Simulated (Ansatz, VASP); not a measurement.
# One calculation of CdTe, two programs

Contents of INCAR:

```
SYSTEM = CdTe
PREC = Accurate ; ENCUT = 520
EDIFF = 1E-6 ; ISMEAR = 0
SIGMA = 0.05 ; LREAL = .False.
LASPH = .True. ; NELM = 80
ALGO = Normal ; ISIF = 2
LWAVE = .False. ; LCHARG = .False.
GGA = PE ; NBANDS = 16
```

KPOINTS

```
Automatic mesh
0
Gamma
  10 10 10
  0 0 0
```

File POSCAR:

```
CdTe
1.0
    0.0000000000      3.0719740766      3.0719740766
    3.0719740766      0.0000000000      3.0719740766
    3.0719740766      3.0719740766      0.0000000000
Cd Te
1 1
Direct
    0.0000000000      0.0000000000      0.0000000000
    0.2500000000      0.2500000000      0.2500000000
```

Input for Ansatz:

```yaml
crystal:
  lattice:
    - [0.0, 3.0719740766, 3.0719740766]
    - [3.0719740766, 0.0, 3.0719740766]
    - [3.0719740766, 3.0719740766, 0.0]
  atoms:
    - { symbol: Cd, position: [0.0, 0.0, 0.0] }
    - { symbol: Te, position: [0.25, 0.25, 0.25] }
basis:
  ecutwfc: 420
  ecutrho_ratio: 4
kpoints:
  mp_grid: { grid: [10, 10, 10] }
hamiltonian:
  xc: pbe
scf:
  occupations: { method: gaussian, width: 0.05 }
output:
  forces: true
  stress: true
  eigenvalues: true
```

Alike in both runs: task single point; functional PBE; k mesh 10 × 10 × 10; occupations gaussian, width 0.05 eV; no spin polarisation.

|  | VASP | Ansatz |
| --- | --- | --- |
| version | VASP 6.6.1 | Ansatz 0.2.0 |
| potentials or method | VASP PAW PBE potentials, release 64 (Cd, Te) | scalar-relativistic, plane waves, PAW |
| plane-wave cutoff (eV) | 520 | 420 |
| valence electrons in the cell | 18 | 36 |

Ansatz gave:

| Item | Value |
| --- | --- |
| gap on the k mesh at the Fermi level (eV) | 1.27 |
| least direct gap on the mesh (eV) | 1.27 |
| pressure (GPa) | 13.3 |

Question: Estimate VASP's values.

Answer: gap on the k mesh at the Fermi level (eV): 1.27; least direct gap on the mesh (eV): 1.27; pressure (GPa): 13.6.

The two sets of potentials don't hold the same shells in valence.

Caveats: spin-orbit coupling is left out, which moves the levels of the heavy elements. PBE gaps usually lie below the measured ones, often by a third to a half.
